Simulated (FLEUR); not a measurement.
Crystal: Ti.

```xyz
2
Lattice="2.9500 0.0000 0.0000 -1.4750 2.5548 0.0000 0.0000 0.0000 4.6800" Properties=species:S:1:pos:R:3 pbc="T T T"
Ti    1.4750    0.8516    3.5100
Ti    0.0000    1.7032    1.1700
```

* Program: FLEUR MaX-R8.1 (later development tree)
* Task: single point
* Functional: PBEsol
* Potentials or basis: all-electron
* Basis: FLAPW
* Kmax: 4.1 1/bohr
* k mesh: 10 × 10 × 6
* Occupations: fermi-dirac, width 0.05 eV
* Spin: no spin polarisation
* Gmax: 12.7 1/bohr
* Muffin-tin radii: Ti 2.46 bohr
* lmax: Ti 10
* lnonsphr: Ti 10
* Local orbitals a species: Ti 5
* Max iterations: 60
* Mixing factor: 0.05
* Mixer: Anderson
* Mixer history: 15

On this cell: largest force under 0.003 eV/Å; band gap on the k mesh none (metal or under the smearing width).

The same run follows on a disturbed copy (atoms moved at random, drawn with an rms of 0.05 Å):

```xyz
2
Lattice="2.9500 0.0000 0.0000 -1.4750 2.5548 0.0000 0.0000 0.0000 4.6800" Properties=species:S:1:pos:R:3 pbc="T T T"
Ti    1.5420    0.8351    3.5029
Ti    0.0045    1.7191    1.1641
```

Q: What does the disturbed cell give?

A: The energy (extrapolated to zero smearing) moves by +2.0 meV/atom; largest force 0.102 eV/Å; band gap on the k mesh none (metal or under the smearing width).

Forces on the atoms (eV/Å):
```
Ti  -0.090  0.046  0.003
Ti   0.090 -0.046 -0.003
```
